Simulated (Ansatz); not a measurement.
Cost and result for the equilibrium volume of Hf

```yaml
crystal:
  lattice:
    - [3.19670, 0.00000, 0.00000]
    - [-1.59835, 2.76842, 0.00000]
    - [0.00000, 0.00000, 5.05780]
  atoms:
    - { symbol: Hf, position: [0.66667, 0.33333, 0.75000] }
    - { symbol: Hf, position: [0.33333, 0.66667, 0.25000] }
```

```tsv
rung	level	program and potentials	cutoff (eV)	k mesh	smearing	core time	chip	equilibrium volume (Å³/atom)	notes
GGA	PBE	Ansatz, Ansatz PAW	420	10 × 10 × 5	fermi-dirac 0.05	20 s	Intel Xeon Skylake/Cascade Lake	(a)	-
GGA + dispersion	PBE+D4	Ansatz, Ansatz PAW	420	10 × 10 × 5	fermi-dirac 0.05	21 s	Intel Xeon Skylake/Cascade Lake	22.20	-
GGA	PBEsol	Ansatz, Ansatz PAW	420	10 × 10 × 5	fermi-dirac 0.05	22 s	Intel Xeon Skylake/Cascade Lake	21.57	potentials made for PBE, which Ansatz adapts in part
GGA	RPBE	Ansatz, Ansatz PAW	420	10 × 10 × 5	fermi-dirac 0.05	26 s	Intel Xeon Skylake/Cascade Lake	23.12	potentials made for PBE, which Ansatz adapts in part
LDA	LDA	Ansatz, Ansatz PAW	420	10 × 10 × 5	fermi-dirac 0.05	26 s	Intel Xeon Skylake/Cascade Lake	20.79	potentials made for PBE, which Ansatz adapts in part
GGA	revPBE	Ansatz, Ansatz PAW	420	10 × 10 × 5	fermi-dirac 0.05	28 s	Intel Xeon Skylake/Cascade Lake	22.95	potentials made for PBE, which Ansatz adapts in part
hybrid	HSE03	Ansatz, Ansatz PAW	420	5 × 5 × 3	fermi-dirac 0.05	4.6 min	Intel Xeon Skylake/Cascade Lake	22.53	coarse mesh; potentials made for PBE, which Ansatz adapts in part
hybrid	B3LYP	Ansatz, Ansatz PAW	420	5 × 5 × 3	fermi-dirac 0.05	5.2 min	Intel Xeon Skylake/Cascade Lake	22.89	coarse mesh; potentials made for PBE, which Ansatz adapts in part
Hartree-Fock	HF	Ansatz, Ansatz PAW	420	5 × 5 × 3	fermi-dirac 0.05	11 min	Intel Xeon Skylake/Cascade Lake	25.19	coarse mesh; potentials made for PBE, which Ansatz adapts in part
```

Times are single runs on shared hosts, so they are rough; meshes, cutoffs and the tasks' sizes weigh on the time. Task: relaxation of cell and atoms. All rows: no spin polarisation. Smearing widths are in eV. For a metal such meshes aren't converged. Meshes differ between rows, which moves values too. Meshes are those of the run's cell of 2 atoms unless a note names another. Relaxations start from the cell shown or near it and stop with a little pressure left. Runs on faulty files, with rough fits or with known faults for this quantity aren't shown. No row holds spin-orbit coupling.

Question: Estimate the value left out from the other rows.

Answer: (a) 22.51 Å³/atom.
